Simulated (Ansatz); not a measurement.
**Cd: distorted cells**

Level of theory: DFT PBE, scalar-relativistic, plane waves, PAW in Ansatz 0.2.0.

Cutoff 420 eV; k points 18×18×8 on the computed 2-atom cell (Γ-centred); Gaussian smearing, width 0.10 eV; no spin polarisation.

Reference cell:

```yaml
crystal:
  lattice:
    - [2.97887, 0.00000, 0.00000]
    - [-1.48944, 2.57978, 0.00000]
    - [0.00000, 0.00000, 5.61765]
  atoms:
    - { symbol: Cd, position: [0.33333, 0.66667, 0.25000] }
    - { symbol: Cd, position: [0.66667, 0.33333, 0.75000] }
```

Each variant moves atoms of this cell by the vectors given, if any (Å), and then applies a symmetric strain (tensor components, Cartesian axes). The reference cell isn't relaxed at this level. Energies are per atom at zero smearing, counted from the lowest variant. Pressure is positive in compression.

1. strain (xx yy zz yz xz xy, %) -2.42 -2.42 0.58 0.00 0.00 0.00
2. strain (xx yy zz yz xz xy, %) -3.65 -3.65 -2.15 0.00 0.00 0.00
3. strain (xx yy zz yz xz xy, %) 2.19 2.19 8.19 0.00 0.00 0.00

```csv
variant,ΔE (meV/atom),P (GPa),space group
1,31.1,6.54,P6_3/mmc
2,84.3,11.05,P6_3/mmc
3,0.0,-1.96,P6_3/mmc
```